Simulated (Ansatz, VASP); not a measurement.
## Two plane-wave programs on ZnS

INCAR

```
ALGO = Normal ; EDIFF = 1E-7
ENCUT = 520 ; GGA = PS
ISIF = 2 ; ISMEAR = 0
LASPH = T ; LCHARG = F
LREAL = F ; LWAVE = F
NBANDS = 16 ; NELM = 100
PREC = Accurate ; SIGMA = 0.05
```

Contents of KPOINTS:

```
k-points
0
Gamma
  8 8 8
```

POSCAR

```
ZnS
1.0
    0.0000000000      2.5665067957      2.5665067957
    2.5665067957      0.0000000000      2.5665067957
    2.5665067957      2.5665067957      0.0000000000
Zn S
1 1
Direct
    0.2500000000      0.2500000000      0.2500000000
    0.0000000000      0.0000000000      0.0000000000
```

Input for Ansatz:

```yaml
crystal:
  lattice:
    - [0.0, 2.5665067957, 2.5665067957]
    - [2.5665067957, 0.0, 2.5665067957]
    - [2.5665067957, 2.5665067957, 0.0]
  atoms:
    - { symbol: Zn, position: [0.25, 0.25, 0.25] }
    - { symbol: S, position: [0.0, 0.0, 0.0] }
basis:
  ecutwfc: 420
  ecutrho_ratio: 4
kpoints:
  mp_grid: { grid: [8, 8, 8] }
hamiltonian:
  xc: pbesol
scf:
  occupations: { method: gaussian, width: 0.05 }
output:
  forces: true
  stress: true
  eigenvalues: true
```

Alike in both runs: task single point; functional PBEsol; k mesh 8 × 8 × 8; occupations gaussian, width 0.05 eV; no spin polarisation.

|  | VASP | Ansatz |
| --- | --- | --- |
| version | VASP 6.6.1 | Ansatz 0.2.0 |
| potentials or method | VASP PAW PBE potentials, release 64 (Zn, S) | scalar-relativistic, plane waves, PAW |
| plane-wave cutoff (eV) | 520 | 420 |
| valence electrons in the cell | 18 | 18 |

|  | VASP | Ansatz | Ansatz less VASP |
| --- | --- | --- | --- |
| gap on the k mesh at the Fermi level (eV) | 2.67 | 2.65 | -0.019 |
| least direct gap on the mesh (eV) | 2.67 | 2.65 | -0.019 |
| pressure (GPa) | 13.7 | 13.4 | -0.31 |

Caveats: the PAW data sets were made with another functional, which shifts forces and pressure a little (VASP). PBEsol gaps usually lie below the measured ones, often by a third to a half. A k mesh can miss the band edges.
